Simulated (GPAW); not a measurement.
Wanted: an ASE script for a GPAW 26.7.0 run.

```
Task                : dielectric tensor
Functional          : PBE
Potentials or basis : GPAW PAW data sets (gpaw-data 1.2.1)
Cutoff              : 600 eV
Basis               : pw
k mesh              : 5 × 5 × 7
Occupations         : fermi-dirac, width 0.001 eV
Spin                : no spin polarisation
Response ecut       : 80 eV
Maxiter             : 150
Response k mesh     : 7 × 7 × 10
Response bands      : 74
Kernels             : ["RPA", "ALDA_X", "LR0.3"]
Coarser k mesh      : 5 × 5 × 7
```

SnO2 (Cassiterite):

```
Sn O
1.0
     4.73800    0.00000    0.00000
     0.00000    4.73800    0.00000
     0.00000    0.00000    3.18650
Sn O
2 4
Direct
  0.50000 0.50000 0.50000
  0.00000 0.00000 0.00000
  0.80710 0.19290 0.50000
  0.69290 0.69290 0.00000
  0.19290 0.80710 0.50000
  0.30710 0.30710 0.00000
```

These files were run (other wordings do the same):

run.py

```python
import numpy as np
from ase import Atoms
from ase.dft.bandgap import bandgap
from ase.io import write
from gpaw import GPAW, PW
from gpaw.response.df import DielectricFunction

atoms = Atoms(['Sn', 'Sn', 'O', 'O', 'O', 'O'],
              cell=[[4.738, 0.0, 0.0],
                    [0.0, 4.738, 0.0],
                    [0.0, 0.0, 3.1865]],
              scaled_positions=[[0.5, 0.5, 0.5],
                                [0.0, 0.0, 0.0],
                                [0.8071, 0.1929, 0.5],
                                [0.6929, 0.6929, 0.0],
                                [0.1929, 0.8071, 0.5],
                                [0.3071, 0.3071, 0.0]],
              pbc=True)

calc = GPAW(mode=PW(600),
            xc='PBE',
            kpts={'size': (5, 5, 7), 'gamma': True},
            occupations={'name': 'fermi-dirac', 'width': 0.001},
            nbands=43,
            convergence={'density': 1e-06},
            maxiter=150,
            txt='gpaw.txt')
atoms.calc = calc
energy = atoms.get_potential_energy()
calc.write('gs.gpw')
write('result.traj', atoms)
print(f'Energy: {energy:.6f} eV')
print('Fermi level:', round(calc.get_fermi_level(), 4), 'eV')
print(f'Gap: {bandgap(calc)[0]:.4f} eV, direct: {bandgap(calc, direct=True)[0]:.4f} eV')

for size in [(5, 5, 7), (7, 7, 10)]:
    name = 'x'.join(str(n) for n in size)
    dense = calc.fixed_density(kpts={'size': size, 'gamma': True},
                               nbands=80, convergence={'bands': 74, 'eigenstates': 1e-7},
                               update_fermi_level=True, txt=f'dense-{name}.txt')
    dense.write(f'{name}.gpw', mode='all')
    df = DielectricFunction(f'{name}.gpw', frequencies=np.array([0.0]), hilbert=False, eta=0.001,
                            ecut=80, nbands=74, intraband=False, txt=f'df-{name}.txt')
    for xc in ['RPA', 'ALDA_X', 'LR0.3']:
        for direction in ['x', 'y', 'z', [0, 1, 1], [1, 0, 1], [1, 1, 0]]:
            e0, e = df.get_macroscopic_dielectric_constant(xc=xc, direction=direction)
            print(f'{name} {xc} {direction}: {e0:.4f} without, {e:.4f} with local fields')
```

Potentials or basis: GPAW PAW data sets (gpaw-data 1.2.1), pw.

Launch:

```bash
$ OMP_NUM_THREADS=1 python run.py
```

It gave:

```
Band gap on the k mesh                  : 1.31 eV, direct
Electronic dielectric tensor (diagonal) : 4.11, 4.11, 4.40
```

Caveat: the long-wavelength limit can be off by a per cent or two; spin-orbit coupling is left out, which moves the levels of the heavy elements; an odd mesh through Γ misses points on the zone boundary, where band edges often lie.

It took 15 min on 1 thread of Arm Neoverse V2, on a shared host, peak memory 1.8 GiB.
